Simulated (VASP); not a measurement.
Here is a VASP 6.6.1 calculation.

The input POSCAR:

```
PbO2
1.0
    0.0000000000      2.6581699692      2.6581699692
    2.6581699692      0.0000000000      2.6581699692
    2.6581699692      2.6581699692      0.0000000000
Pb O
1 2
Direct
    0.0000000000      0.0000000000      0.0000000000
    0.2500000000      0.2500000000      0.2500000000
    0.7500000000      0.7500000000      0.7500000000
```

The input INCAR.step1:

```
PREC = Accurate ; ENCUT = 520
ISMEAR = -1 ; SIGMA = 0.02
LREAL = False ; LASPH = True
NELM = 60 ; NBANDS = 20
GGA = PE ; ALGO = Normal
EDIFF = 1E-4 ; LWAVE = True
LCHARG = False
```

File INCAR.step2:

```
PREC = Accurate ; ENCUT = 520
EDIFF = 1E-6 ; ISMEAR = -1
SIGMA = 0.02 ; LREAL = False
LASPH = True ; NELM = 60
ALGO = Normal ; ISIF = 2
LWAVE = False ; LCHARG = False
METAGGA = R2SCAN ; LMIXTAU = True
NBANDS = 20 ; ISTART = 1
```

Contents of KPOINTS:

```
Automatic mesh
0
Gamma
  6 6 6
```

Potentials or basis: VASP PAW PBE potentials, release 64 (Pb_d, O).

Command:

```sh
$ cat potpaw_PBE.64/Pb_d/POTCAR potpaw_PBE.64/O/POTCAR > POTCAR
$ cp INCAR.step1 INCAR
$ mpirun -np 1 vasp_std > vasp.out
$ cp INCAR.step2 INCAR
$ mpirun -np 1 vasp_std > vasp.out
```

Task: Predict the pressure.

Result: 1.2 GPa.

Task: Predict the band gap on the k mesh.

Result: None (metal or under the smearing width).

Caveat: the PAW data sets were made with another functional, which shifts forces and pressure a little. The run has no spin-orbit coupling, so splittings on Pb are missing.
